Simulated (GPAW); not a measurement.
# free-standing square Cr monolayer, spacing 2.56 A: which magnetic order is lowest, part 2 of 2

A self-consistent run ends on one state, which hangs on the start. Several orders of free-standing square Cr monolayer, spacing 2.56 A are started in GPAW and their energies compared.

GPAW 26.7.0; PBE; plane waves with GPAW's PAW setups, scalar-relativistic.

So far, largest spin moment in the augmentation sphere (μB): step 2 (order 1, typed as ferro +) 3.19; step 3 (order 2, typed as antiferro q=(0,1/2,0) +-) 3.41.

### 4. Start 3: antiferro q=(1/2,1/2,0) +-

Reversing part of the moments tests the sign of the couplings between them.

The cell is doubled to 2 atoms to hold this order. Its mesh is chosen so that both cells sample the same points.

File order3.py:

```python
import json
import numpy as np
from ase import Atoms
from ase.parallel import paropen, parprint
from gpaw import GPAW

atoms = Atoms(['Cr', 'Cr'],
    cell=[[5.12, 0.0, 0.0],
         [2.56, 2.56, 0.0],
         [0.0, 0.0, 14.0]],
    scaled_positions=[[0.0, 0.0, 0.5],
         [0.5, 0.0, 0.5]],
    pbc=True,
    magmoms=[2.5, -2.5])
atoms.calc = GPAW(mode={'name': 'pw', 'ecut': 550},
    xc='PBE',
    kpts={'size': (5, 10, 1), 'gamma': True},
    occupations={'name': 'fermi-dirac', 'width': 0.05},
    convergence={'density': 1e-05, 'energy': 1e-05},
    maxiter=200,
    symmetry={'tolerance': 1e-4},
    txt='order3.txt')
e = atoms.get_potential_energy(force_consistent=True)
res = {'free_energy': e, 'energy_sigma0': atoms.get_potential_energy(), 'fermi_energy': atoms.calc.get_fermi_level()}
res['moments'] = atoms.get_magnetic_moments().tolist()
res['total'] = atoms.get_magnetic_moment()
parprint('site moments (muB):', np.round(res['moments'], 3))
parprint(f"total moment: {res['total']:.3f} muB")
parprint(f'free energy: {e:.6f} eV')
atoms.calc.write('order3.gpw')
with paropen('results.json', 'w') as f:
    json.dump(res, f)
```

Launch:

```console
OMP_NUM_THREADS=1 python3 order3.py > order3.log
```

Log:

```text
UserWarning: Initial realspace grid (28,20,80) inconsistent with symmetries.
UserWarning: Using symmetrized grid: (28,28,80).

site moments (muB): [ 3.295 -3.295]
total moment: 0.000 muB
free energy: -14.907006 eV

--- order3.txt ---
Input parameters:
  mode=PW(ecut=550),
  convergence={'density': 1e-05, 'energy': 1e-05},
  kpts=MonkhorstPack(size=(5, 10, 1), gamma=True),
  maxiter=200,
[...]
|          9 |         0.866 |     0.000 |         0.866 |     0.000 |
|         10 |         0.866 |     0.000 |         0.866 |     0.000 |
|         11 |         1.869 |     0.000 |         1.869 |     0.000 |

Gap: 0.282 eV
Transition (v -> c):
  (s=1, k=11, n=5, [0.20, 0.50, 0.00]) -> (s=0, k=17, n=6, [0.40, 0.50, 0.00])
Direct/indirect transitions are different
Direct gap: 0.368 eV
Transition at: (s=1->0, k=11, n=5, [0.20, 0.50, 0.00])


[key lines of the parts left out:]
Free energy:     -14.907006
Converged in 18 steps
dipole moment: (-24.483652, -12.241839, 0.000152)  # |e|*Ang
Fermi level: -2.069
```

It took 64 s on 1 MPI rank of Intel Xeon Platinum 8488C (Sapphire Rapids), shared host; peak memory 0.33 GiB.

Spin moment in the augmentation sphere by atom:

| atom | spin moment in the augmentation sphere (μB) |
| --- | --- |
| Cr1 | 3.29 |
| Cr2 | -3.29 |

This step gave:

```yaml
magnetization: 0 μB
final_state: antiferromagnetic
```

It lies 787 meV a seeded atom under the first start, and its largest moment is 3.29 μB against 3.19 μB.

### 5. Run 4 (no spin polarisation)

This run holds no moments, which gives a state to set the others against.

File nospin.py:

```python
import json
import numpy as np
from ase import Atoms
from ase.parallel import paropen, parprint
from gpaw import GPAW

atoms = Atoms(['Cr'],
    cell=[[2.56, 0.0, 0.0],
         [0.0, 2.56, 0.0],
         [0.0, 0.0, 14.0]],
    scaled_positions=[[0.0, 0.0, 0.5]],
    pbc=True)
atoms.calc = GPAW(mode={'name': 'pw', 'ecut': 550},
    xc='PBE',
    kpts={'size': (10, 10, 1), 'gamma': True},
    occupations={'name': 'fermi-dirac', 'width': 0.05},
    convergence={'density': 1e-05, 'energy': 1e-05},
    maxiter=200,
    symmetry={'tolerance': 1e-4},
    txt='nospin.txt')
e = atoms.get_potential_energy(force_consistent=True)
res = {'free_energy': e, 'energy_sigma0': atoms.get_potential_energy(), 'fermi_energy': atoms.calc.get_fermi_level()}
parprint(f'free energy: {e:.6f} eV')
atoms.calc.write('nospin.gpw')
with paropen('results.json', 'w') as f:
    json.dump(res, f)
```

Launch:

```console
OMP_NUM_THREADS=1 python3 nospin.py > nospin.log
```

Log:

```text
free energy: -6.262487 eV

--- nospin.txt ---
Input parameters:
  mode=PW(ecut=550),
  convergence={'density': 1e-05, 'energy': 1e-05},
  kpts=MonkhorstPack(size=(10, 10, 1), gamma=True),
  maxiter=200,
  occupations=Occupations(name='fermi-dirac', width=0.05),
  symmetry=Symmetry(tolerance=0.0001),
  xc=XC(name='PBE')

Diagonalizing LCAO Hamiltonian
Converting LCAO to pw mode
   .-----.
  /|     |
 * |     |
[...]
| band index |      eig [eV] | occ [0-2] |
|------------|---------------|-----------|
|          0 |        -6.700 |     2.000 |
|          1 |        -4.225 |     2.000 |
|          2 |        -3.286 |     2.000 |
|          3 |        -1.863 |     0.000 |
|          4 |        -1.380 |     0.000 |
|          5 |        -1.380 |     0.000 |
|          6 |        -0.535 |     0.000 |
|          7 |         1.700 |     0.000 |

No gap
No difference between direct/indirect transitions


[key lines of the parts left out:]
Free energy:      -6.262487
Converged in 16 steps
dipole moment: (-6.221168, -6.221168, 0.000076)  # |e|*Ang
Fermi level: -2.532
```

Wall time 9.3 s (1 MPI rank); peak memory 0.16 GiB.

This step gave:

| Property | Result |
| --- | --- |
| final state | non-magnetic (no spin polarisation) |

It lies 404 meV a seeded atom over the first start.

### 6. A faulty input

A slip in the input shows what the program catches and what it lets pass.

File run.py:

```python
import json
import numpy as np
from ase import Atoms
from ase.parallel import paropen, parprint
from gpaw import GPAW

atoms = Atoms(['Cr'],
    cell=[[2.56, 0.0, 0.0],
         [0.0, 2.56, 0.0],
         [0.0, 0.0, 14.0]],
    scaled_positions=[[0.0, 0.0, 0.5]],
    pbc=True,
    magmoms=[2.5])
atoms.calc = GPAW(mode={'name': 'pw', 'ecut': 550},
    xc='PBE',
    kpts={'size': (10, 10, 1), 'gamma': True},
    occupation={'name': 'fermi-dirac', 'width': 0.05},
    convergence={'density': 1e-05, 'energy': 1e-05},
    maxiter=75,
    symmetry={'tolerance': 1e-4},
    txt='run.txt')
e = atoms.get_potential_energy(force_consistent=True)
res = {'free_energy': e, 'energy_sigma0': atoms.get_potential_energy(), 'fermi_energy': atoms.calc.get_fermi_level()}
res['moments'] = atoms.get_magnetic_moments().tolist()
res['total'] = atoms.get_magnetic_moment()
parprint('site moments (muB):', np.round(res['moments'], 3))
parprint(f"total moment: {res['total']:.3f} muB")
parprint(f'free energy: {e:.6f} eV')
atoms.calc.write('run.gpw')
with paropen('results.json', 'w') as f:
    json.dump(res, f)
```

Launch:

```console
OMP_NUM_THREADS=1 python3 run.py > run.log
```

Log:

```text
TypeError: GPAW() got an unexpected keyword argument 'occupation'
```

It took 1.4 s on 1 MPI rank; peak memory 0.1 GiB.

The program refused the input before any cycle.

The program's message: “TypeError: GPAW() got an unexpected keyword argument 'occupation'”

A key was misspelt on purpose.

The name must match the manual letter for letter.

### 7. Ranking

These are free energies at a smearing of 0.05 eV, so its entropy term is in the differences. They are divided by the number of seeded atoms, so that cells of unlike size compare. Wavevectors q in the names are fractions of the reciprocal vectors of the first run's cell.

Orders:

| start | final state | typed order kept | energy over the lowest (meV a seeded atom) | largest site moment (μB) | net moment (μB a primitive cell) | mesh matched | CPU time (s) |
| --- | --- | --- | --- | --- | --- | --- | --- |
| ferro + | ferromagnetic | yes | 787 | 3.193 | 3.939 | yes | 18.8 |
| antiferro q=(0,1/2,0) +- | antiferromagnetic | yes | 291.4 | 3.409 | 0 | yes | 38.39 |
| antiferro q=(1/2,1/2,0) +- | antiferromagnetic | yes | 0 | 3.295 | 0 | yes | 64.2 |
| no spin polarisation | non-magnetic | - | 1191 | 0 | 0 | yes | 9.2 |

### 8. Outcome

* lowest state found: antiferromagnetic (typed antiferro q=(1/2,1/2,0) +-)
* largest site moment: 3.29 μB
* next state: antiferromagnetic, 291 meV a seeded atom higher
* energy gained by spin polarisation: 1191 meV a seeded atom

**Reading.** The lowest state found is antiferromagnetic, reached from the start antiferro q=(1/2,1/2,0) +-, with moments up to 3.29 μB. The next state costs 291 meV a seeded atom. Only 4 starts are shown; other collinear patterns, canted and longer-period orders are not.

[Logs and program files are shortened in this print: banners, set-up blocks, solver, clock and traceback lines can be left out without a mark of their own.]

[Logs are printed without paths, hosts, clocks, repeated set-up lines and the standing remarks that a program may print on its own settings, such as how far it seeks lower states.]

[Hosts, paths, dates, database ids (printed as entryN), source tags and the programs' standing remarks are cut or masked in the printed files.]

[Where a cell is said to come from a database of computed structures, the database is the Materials Project.]
